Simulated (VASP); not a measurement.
# InSe in VASP: a series of runs

One slab, InSe, is run at these levels: PBE; tasks: single point.

All numbers are computed with VASP 6.6.1; they aren't measurements. Logs are shortened: lines on timing, memory, paths and dates and some standing lists are left out, and cuts for length are marked.

## Step 1: The slab as given

The cell holds a slab with vacuum, 2 atoms: a = 4.050 Å, b = 4.050 Å, c = 12.931 Å, α = 90.00°, β = 90.00°, γ = 120.00°.

## Step 2: Single point, PBE

INCAR reads:

```
SYSTEM = InSe
  ALGO = Normal
  DIPOL = 0.5 0.5 0.500
  EDIFF = 1E-5
  ENCUT = 400
  GGA = PE
  IDIPOL = 3
  ISIF = 2
  ISMEAR = 0
  LASPH = .True.
  LCHARG = .False.
  LDIPOL = .True.
  LREAL = .False.
  LVACPOTAV = .True.
  LVHAR = .True.
  LWAVE = .False.
  NBANDS = 20
  NELM = 120
  PREC = Accurate
  SIGMA = 0.05
```

KPOINTS reads:

```
k-points
0
Gamma
  6 6 1
  0 0 0
```

POSCAR reads:

```
InSe
1.0
    4.0500000000      0.0000000000      0.0000000000
   -2.0250000000      3.5074028900      0.0000000000
    0.0000000000      0.0000000000     12.9311500000
In Se
1 1
Direct
    0.3333333333      0.6666666667      0.4639958550
    0.6666666667      0.3333333333      0.5360041450
```

Potentials or basis: VASP PAW PBE potentials, release 64 (In_d, Se).

Launch:

```console
> cat potpaw_PBE.64/In_d/POTCAR potpaw_PBE.64/Se/POTCAR > POTCAR
> mpirun -np 1 vasp_std > vasp.out
```

OUTCAR:

```text
SYSTEM = InSe
   EDIFF = 1E-5
   ENCUT = 400
   GGA = PE
   ISIF = 2
   ISMEAR = 0
   LASPH = .True.
   LREAL = .False.
   NELM = 120
   PREC = Accurate

 Found      7 irreducible k-points:

 Following reciprocal coordinates:
            Coordinates               Weight
  0.000000  0.000000  0.000000      1.000000
  0.166667  0.000000  0.000000      6.000000
  0.333333  0.000000  0.000000      6.000000
  0.500000  0.000000  0.000000      3.000000
  0.166667  0.166667  0.000000      6.000000
  0.333333  0.166667  0.000000     12.000000
   k-points           NKPTS =      7   k-points in BZ     NKDIM =      7   number of bands    NBANDS=     20
   number of dos      NEDOS =    301   number of ions     NIONS =      2
   total plane-waves  NPLWV =  65856
   dimension x,y,z NGX =    28 NGY =   28 NGZ =   84
   dimension x,y,z NGXF=    56 NGYF=   56 NGZF=  168
   ions per type =               1   1
   NGX,Y,Z   is equivalent  to a cutoff of  11.49, 11.49, 10.80 a.u.
   NGXF,Y,Z  is equivalent  to a cutoff of  22.99, 22.99, 21.60 a.u.
 SYSTEM =  InSe
   PREC   = accura    normal or accurate (medium, high low for compatibility)
   ISTART =      0    job   : 0-new  1-cont  2-samecut
   ICHARG =      2    charge: 1-file 2-atom 10-const
   ISPIN  =      1    spin polarized calculation?
   LNONCOLLINEAR =      F non collinear calculations
   LSORBIT =      F    spin-orbit coupling
   LASPH  =      T    aspherical Exc in radial PAW
   ENCUT  =  400.0 eV  29.40 Ry    5.42 a.u.   6.60  6.60 21.09*2*pi/ulx,y,z
   NELM   =    120;   NELMIN=  2; NELMDL= -5     # of ELM steps
   EDIFF  = 0.1E-04   stopping-criterion for ELM
   LREAL  =      F    real-space projection
   EDIFFG = 0.1E-03   stopping-criterion for IOM
   NSW    =      0    number of steps for IOM
   IBRION =     -1    ionic relax: 0-MD 1-quasi-New 2-CG
   NFREE  =      0    steps in history (QN), initial steepest desc. (CG)
   ISIF   =      2    stress and relaxation
   ISYM   =      2    0-nonsym 1-usesym 2-fastsym
   POTIM  = 0.5000    time-step for ionic-motion
   TEBEG  =    0.0;   TEEND  =   0.0 temperature during run
   PSTRESS=    0.0 pullay stress
   NELECT =      19.0000    total number of electrons
   NUPDOWN=      -1.0000    fix difference up-down
   EMIN   =  10.00;   EMAX   =-10.00  energy-range for DOS
   EFERMI =   0.00;   METHOD = LEGACY
   ISMEAR =     0;   SIGMA  =   0.05  broadening in eV -4-tet -1-fermi 0-gaus
   EFERMI_NEDOS =   21; number of points for ismear=-14 and -15
   IALGO  =     38    algorithm
   IMIX   =      4    mixing-type and parameters
     AMIX     =   0.40;   BMIX     =  1.00
     AMIX_MAG =   1.60;   BMIX_MAG =  1.00
  volume/ion in A,a.u.               =      91.84       619.79
  Fermi-wavevector in a.u.,A,eV,Ry     =   0.768482  1.452219  8.035109  0.590564
  Thomas-Fermi vector in A             =   1.869264
   LORBIT       =      0    0 simple, 1 ext, 2 COOP (PROOUT), +10 PAW based schemes
   GGA     = PE    functional components
   LHFCALC =     F    Hartree Fock is set to
   AEXX    =    0.0000 exact exchange contribution
   IVDW    =     0    specifies the selected vdW correction
   LEPSILON=     F    determine dielectric tensor
   LRPA    =     F    only Hartree local field effects (RPA)
 non-spin polarized calculation
 Gauss-broadening in eV      SIGMA  =   0.05
  energy-cutoff  :      400.00
  volume of cell :      183.69
 maximum number of plane-waves:      3367
 NGX is ok and might be reduce to    28
   NGX = 13   NGY = 13   NGZ = 43

 number of electron      18.9999992 magnetization

 dipolmoment           0.000000      0.000000      0.035597 electrons x Angstroem

 Free energy of the ion-electron system (eV)
  ---------------------------------------------------
  ext. energy  EPLUGINS =         0.00000000
  ---------------------------------------------------
  free energy    TOTEN  =        -5.64800067 eV

  energy without entropy =       -5.63081284  energy(sigma->0) =       -5.63940676

 E-fermi :  -1.2641     XC(G=0):  -3.7162

 val. band max:       -1.2693402423   @ k =   0.3333   0.1667   0.0000
 cond. band min:      -1.2614395313   @ k =   0.3333   0.3333   0.0000
 fundamental gap:      0.0079007110
 Fermi energy:        -1.2641123186

 k-point     1 :       0.0000    0.0000    0.0000
  band No.  band energies     occupation
      1     -16.7298      2.00000
      2     -16.5194      2.00000
      3     -16.5194      2.00000
      4     -16.3339      2.00000
      5     -16.3339      2.00000
      6     -15.4830      2.00000
      7      -6.2343      2.00000
      8      -3.7479      2.00000
      9      -3.7479      2.00000
     10      -1.9863      2.00000
     11       0.1449      0.00000
     12       2.5043      0.00000
     13       2.7394      0.00000
     14       2.7394      0.00000
     15       2.8898      0.00000
     16       4.7183      0.00000
     17       6.7091      0.00000
     18       6.9068      0.00000
     19       7.9357      0.00000
     20       7.9357      0.00000

 k-point     2 :       0.1667    0.0000    0.0000
  band No.  band energies     occupation
      1     -16.8551      2.00000
      2     -16.5002      2.00000
      3     -16.4439      2.00000
      4     -16.3437      2.00000
      5     -16.3312      2.00000
      6     -15.2253      2.00000
      7      -6.4177      2.00000
      8      -4.8473      2.00000
      9      -4.0876      2.00000
     10      -1.2994      1.68240
     11       0.7233      0.00000
     12       2.1536      0.00000
     13       2.8302      0.00000
     14       3.2654      0.00000
     15       3.4005      0.00000
     16       4.6021      0.00000
     17       6.5702      0.00000
     18       7.1003      0.00000
     19       7.4229      0.00000
     20       8.0809      0.00000

 k-point     3 :       0.3333    0.0000    0.0000
  band No.  band energies     occupation
      1     -17.0044      2.00000
      2     -16.4670      2.00000
      3     -16.3896      2.00000
      4     -16.3437      2.00000
      5     -16.3195      2.00000
      6     -14.6509      2.00000
      7      -7.6884      2.00000
      8      -4.8822      2.00000
      9      -4.6523      2.00000
     10      -1.2366      0.43592
     11       0.3970      0.00000
     12       2.7091      0.00000
     13       3.9065      0.00000
     14       4.0931      0.00000
     15       4.3731      0.00000
     16       5.1907      0.00000
     17       5.8315      0.00000
     18       6.9045      0.00000
     19       7.7742      0.00000
     20       7.8981      0.00000

 k-point     4 :       0.5000    0.0000    0.0000
  band No.  band energies     occupation
      1     -17.0613      2.00000
      2     -16.4542      2.00000
      3     -16.3896      2.00000
      4     -16.3266      2.00000
      5     -16.3094      2.00000
      6     -14.3063      2.00000
      7      -8.4364      2.00000
      8      -4.8965      2.00000
      9      -4.5706      2.00000
     10      -1.5291      2.00000
     11       0.2089      0.00000
     12       2.9807      0.00000
     13       4.3375      0.00000
     14       4.5677      0.00000
     15       5.2602      0.00000
     16       5.6020      0.00000
     17       5.7955      0.00000
     18       6.3805      0.00000
     19       6.7161      0.00000
     20       7.8298      0.00000

 k-point     5 :       0.1667    0.1667    0.0000
  band No.  band energies     occupation
      1     -16.9695      2.00000
      2     -16.4790      2.00000
      3     -16.3900      2.00000
      4     -16.3539      2.00000
      5     -16.3230      2.00000
      6     -14.8055      2.00000
      7      -7.2263      2.00000
      8      -4.9585      2.00000
      9      -4.8329      2.00000
     10      -1.0594      0.00000
     11       1.5778      0.00000
     12       1.9140      0.00000
     13       3.0611      0.00000
     14       3.8408      0.00000
     15       4.0652      0.00000
     16       4.7082      0.00000
     17       6.2276      0.00000
     18       7.2618      0.00000
     19       7.7168      0.00000
     20       7.8892      0.00000

 k-point     6 :       0.3333    0.1667    0.0000
  band No.  band energies     occupation
      1     -17.0535      2.00000
      2     -16.4613      2.00000
      3     -16.3743      2.00000
      4     -16.3401      2.00000
      5     -16.3166      2.00000
      6     -14.3103      2.00000
      7      -8.2004      2.00000
      8      -5.6231      2.00000
      9      -4.4684      2.00000
     10      -1.2693      1.11755
     11       1.3194      0.00000
     12       2.9479      0.00000
     13       3.2983      0.00000
     14       4.6912      0.00000
     15       4.9445      0.00000
     16       5.5192      0.00000
     17       5.7768      0.00000
     18       6.8800      0.00000
     19       7.1943      0.00000
     20       7.5477      0.00000

 [... further k-points ...]

------------------------ aborting loop because EDIFF is reached ----------------------------------------

  FORCE on cell =-STRESS in cart. coord.  units (eV):
  Direction    XX          YY          ZZ          XY          YZ          ZX
  --------------------------------------------------------------------------------------
  -------------------------------------------------------------------------------------
  Total        4.8909660      4.8909660      1.7053144     -0.0000000      0.0000000      0.0000000
  in kB       42.6606428     42.6606429     14.8743229     -0.0000000      0.0000000      0.0000000
  external PRESSURE =      33.3985362 kB  Pullay stress =       0.0000000 kB

 VOLUME and BASIS-vectors are now :
 -----------------------------------------------------------------------------
  energy-cutoff  :      400.00
  volume of cell :      183.69
      direct lattice vectors                 reciprocal lattice vectors
     4.050000000  0.000000000  0.000000000     0.246913580  0.142555622  0.000000000
    -2.025000000  3.507402890  0.000000000     0.000000000  0.285111244  0.000000000
     0.000000000  0.000000000 12.931150000     0.000000000  0.000000000  0.077332642

 POSITION                                       TOTAL-FORCE (eV/Angst)
 -----------------------------------------------------------------------------------
     -0.00000      2.33827      6.00000        -0.000000     -0.000000     -1.858117
      2.02500      1.16913      6.93115         0.000000      0.000000      1.858117
 -----------------------------------------------------------------------------------
    total drift:                               -0.000000      0.000000     -0.000108

  FREE ENERGIE OF THE ION-ELECTRON SYSTEM (eV)
  ---------------------------------------------------
  free  energy   TOTEN  =        -5.6480006722 eV

  energy  without entropy=       -5.6308128409  energy(sigma->0) =       -5.63940676

 vacuum level on the upper side and lower side of the slab         3.103         2.651
```

It took 36 s on 1 thread of Intel Xeon Platinum 8259CL at 2.50GHz (Skylake/Cascade Lake), shared host; peak memory 0.23 GiB.

The run converged, but some of its settings lie outside the range that counts as converged, so its numbers aren't taken as properties of the slab.

What came out:

```
Free energy                     : -5.6480 eV
Largest force                   : 1.858 eV/Å
Band gap on the k mesh          : none (metal or under the smearing width)
Work function of the upper face : 4.37 eV
Work function of the lower face : 3.92 eV
```

(Continued in part 2 of 3.)
